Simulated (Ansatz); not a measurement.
## Zone-centre phonons of ZrS2 at 4 GPa: input and output

Level of theory: DFT PBE+D3(BJ), scalar-relativistic, plane waves, PAW (Ansatz 0.2.0).

Launched with:
```bash
ansatz run input.yaml --threads 1 --pin off --max-ram 3072MiB --backend cpu --events-out ev --progress --plain --runs-dir out
```

Input (bare energies are in eV):
```yaml
crystal:
  lattice:
    - [3.5706139702, 0.0, 0.0]
    - [-1.7853069851, 3.0922424053, 0.0]
    - [0.0, 0.0, 5.4558523109]
  atoms:
    - { symbol: Zr, position: [0.0, 0.0, 0.0] }
    - { symbol: S, position: [0.3333333333, 0.6666666667, 0.2699901926] }
    - { symbol: S, position: [0.6666666667, 0.3333333333, 0.7300098074] }
basis:
  ecutwfc: 420
kpoints:
  mp_grid: { grid: [12, 12, 8] }
hamiltonian:
  xc: pbe
  dispersion: d3bj
scf:
  occupations: { method: gaussian, width: 0.01 }
output:
  eigenvalues: true
phonons:
  method: dfpt
  eigenvectors: true
```

Results section of the output:
```
--- Phonons (Γ-DFPT): 4 representative perturbations + reference, on 320 of 1152 k-points (Σ response iterations 12) ---
  k mesh reduced under 2 symmetry operations, with k and −k counted as one. Each operation leaves every solved perturbation unchanged. A smaller set is not used because it would not reduce the number of displacements ...
  ASR residual: 8.006e-5 → 0.000e0 eV/Å²; symmetrization residual: 3.504e-6 eV/Å²
  pairwise dispersion correction: d3bj (s6 = 1.0, s8 = 0.7875, a1 = 0.4289, a2_bohr = 4.4407), with the weights of each atom's references fixed at the reference crystal's, and the forces and stress that the weights' published response gives ...
  ASR residual per site (eV/Å²): 8.01e-5 2.84e-5 2.84e-5
  Γ frequencies (cm⁻¹): 0.00 0.00 0.00 172.32 172.32 258.80 258.80 337.79 343.21
  non-analytic LO–TO correction: not included (Born effective charges unavailable; polar crystals: no LO–TO splitting at Γ)
```

It took 110 s on 1 thread of Intel(R) Xeon(R) Platinum 8175M CPU @ 2.50GHz (Skylake/Cascade Lake), with other jobs on the host, peak memory 1.3 GiB.